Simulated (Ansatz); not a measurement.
# Cu: properties at the relaxed cell

An exercise on one series of results from a longer session: the logs are not shown, and one member is left open.

Program: Ansatz 0.2.0. Level of theory: DFT PBEsol, scalar-relativistic, plane waves, PAW. These are calculated values, not measurements.

1 further run of the same task is left out (set aside as unsound or not needed).

### The system as given

It takes space group I4/mmm (No. 139, tetragonal). The conventional cell has a = 2.890 Å, b = 2.890 Å, c = 2.720 Å, α = 90.00°, β = 90.00°, γ = 90.00°. Cu (site symmetry 4/mmm) has 10 Cu at 2.45 to 2.72 Å as nearest neighbours.

Structure file:

```cif
data_structure
_symmetry_space_group_name_H-M 'P 1'
_symmetry_Int_Tables_number 1
_cell_length_a 2.4548
_cell_length_b 2.4548
_cell_length_c 2.4548
_cell_angle_alpha 107.874
_cell_angle_beta 107.874
_cell_angle_gamma 112.715
_cell_volume 11.36
loop_
_atom_site_label
_atom_site_type_symbol
_atom_site_fract_x
_atom_site_fract_y
_atom_site_fract_z
_atom_site_occupancy
Cu1 Cu 0.00000 0.00000 0.00000 1
```

It goes back to an entry of the Materials Project, which need not be the stable form.

It is the result of an earlier relaxation at this level (volume 11.36 Å³/atom; gap on the mesh: none (metal)).

The first run:

Contents of input.yaml:

```yaml
crystal:
  lattice:
    - [-1.4450917292, 1.4450917292, 1.3600072005]
    - [1.4450917292, -1.4450917292, 1.3600072005]
    - [1.4450917292, 1.4450917292, -1.3600072005]
  atoms:
    - { symbol: Cu, position: [0.0, 0.0, 0.0] }
basis:
  ecutwfc: 420
kpoints:
  mp_grid: { grid: [20, 20, 20] }
  band_path:
    path:
      - [[0.0, 0.0, 0.0], [0.0, 0.0, 0.5], [-0.5, 0.5, 0.5], [0.0, 0.0, 0.0], [0.47142752, 0.47142752, -0.47142752]]
      - [[-0.47142752, 0.52857248, 0.47142752], [-0.5, 0.5, 0.5]]
      - [[0.0, 0.0, 0.5], [0.25, 0.25, 0.25], [0.0, 0.5, 0.0], [0.0, 0.0, 0.0]]
    npoints: 14
hamiltonian:
  xc: pbesol
scf:
  occupations: { method: gaussian, width: 0.1 }
  n_extra_bands: 6
output:
  forces: true
  stress: true
  eigenvalues: true
  populations: true
  dos: { projected: true, de: 0.02, nscf_kmesh: { grid: [30, 30, 30] } }
  bader: true
  write_density: true
  write_potential: true
  elf: true
  volumetric_format: npy
```

Started as:

```sh
> ansatz run input.yaml --threads 1 --pin off --max-ram 2560MiB --backend cpu --events-out ev --progress --plain --runs-dir out
```

Steps of the session up to this table: Bands, states and charges; The cell as listed, for comparison; Volume × 0.97; Point at V/V0 = 1.03; Volume × 0.94; The cell scaled to 1.06 of its volume; Point at V/V0 = 0.91; Volume × 1.10; Point at V/V0 = 0.88.

One table of the session follows, with a row left open; its other results are not shown here.

| volume (Å³/atom) | energy above the lowest point (meV/atom) | pressure (GPa) |
| --- | --- | --- |
| 9.997 | 108.5 | 28.96 |
| 10.338 | 57.2 | 19.68 |
| 10.679 | 23.9 | 11.92 |
| 11.020 | 5.6 | 5.46 |
| 11.360 | 0.0 | 0.01 |
| 11.701 | ? | ? |
| 12.042 | 18.8 | -8.33 |
| 12.496 | 48.4 | -12.37 |

**Question.** Estimate the row for volume (Å³/atom) = 11.701.

Worked estimate for «energy above the lowest point (meV/atom)». A straight line through the neighbours (11.360, 0.0) and (12.042, 18.8) gives 0.0 + (18.8 − 0.0) × (11.701 − 11.360) / (12.042 − 11.360) = 9.4; a parabola fitted to 4 rows on both sides gives 5.2.

The run gave: energy above the lowest point (meV/atom): 5.0; pressure (GPa): -4.53. In «energy above the lowest point (meV/atom)» the line misses by +4.4 and the parabola by +0.2.
